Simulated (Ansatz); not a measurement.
# Si: the cost of one run

Program: Ansatz 0.2.0. Level of theory: DFT, PBE, plane-wave PAW, default files, scalar-relativistic, frozen cores. These are calculated values, not measurements.

1 further run of the same task is left out (it didn't finish).

## (1) The structure to begin with

It takes space group Cmce (No. 64, orthorhombic). Conventional cell: a = 7.920 Å, b = 4.759 Å, c = 4.736 Å, α = 90.00°, β = 90.00°, γ = 90.00°. Si (site symmetry m) has 11 Si at 2.34 to 2.50 Å as nearest neighbours. Si (site symmetry 2) is surrounded by 10 Si at 2.40 to 2.50 Å.

As a file:

```
Si
1.0
     3.96000   -2.37930    0.00000
     3.96000    2.37930    0.00000
     0.00000    0.00000    4.73610
Si
8
Direct
  0.82700 0.17300 0.32400
  0.67300 0.32700 0.82400
  0.17300 0.82700 0.67600
  0.32700 0.67300 0.17600
  0.22400 0.22400 0.00000
  0.27600 0.27600 0.50000
  0.77600 0.77600 0.00000
  0.72400 0.72400 0.50000
```

The earlier run gave: no gap over 0.1 eV on the mesh, largest force 0.472 eV/Å, pressure 44.6 GPa.

The printed gradients, by site:

| site | atoms | first shell | V_zz (10²¹ V/m²) | η | C_Q (MHz) |
| --- | --- | --- | --- | --- | --- |
| Si1 | 1, 2, 3, 4 | 11 Si at 2.34–2.50 Å | -1.29 | 0.95 | – |
| Si5 | 5, 6, 7, 8 | 10 Si at 2.40–2.50 Å | 0.82 | 0.81 | – |

Conventions: |V_zz| ≥ |V_yy| ≥ |V_xx|, η = (V_xx − V_yy)/V_zz, C_Q = eQV_zz/h. Quadrupole moments are those of Pyykkö's year-2017 table. A dash under C_Q marks elements without a common quadrupolar isotope.

## (2) Z stretched by -2 %, ions relaxed

The input, input.yaml:

```yaml
crystal:
  lattice:
    - [3.96, -2.3793, 0.0]
    - [3.96, 2.3793, 0.0]
    - [0.0, 0.0, 4.641378]
  atoms:
    - { symbol: Si, position: [0.8245616591, 0.1754383409, 0.3249456286] }
    - { symbol: Si, position: [0.6754383409, 0.3245616591, 0.8249456286] }
    - { symbol: Si, position: [0.1754383409, 0.8245616591, 0.6750543714] }
    - { symbol: Si, position: [0.3245616591, 0.6754383409, 0.1750543714] }
    - { symbol: Si, position: [0.2182909072, 0.2182909072, 0.0] }
    - { symbol: Si, position: [0.2817090928, 0.2817090928, 0.5] }
    - { symbol: Si, position: [0.7817090928, 0.7817090928, 0.0] }
    - { symbol: Si, position: [0.7182909072, 0.7182909072, 0.5] }
kpoints:
  mp_grid: { grid: [12, 12, 10] }
scf:
  occupations: { method: fermi_dirac, width: 0.05 }
hamiltonian:
  xc: pbe
  pseudopotentials: { kind: paw, frozen_core: stored }
output:
  forces: true
  stress: true
  populations: true
  efg: {}
relax:
  f_tol: 0.02
  max_steps: 60
```

Command:

```console
> ansatz run input.yaml --threads 1 --pin off --max-ram 3072MiB --backend cpu --events-out ev --progress --plain --runs-dir out
```

**Question.** How long does this run take on 1 thread of Intel Xeon at 2.50GHz (Skylake/Cascade Lake), shared host, and how much memory does it need?

About 2.7 min, with a peak of 0.8 GiB.
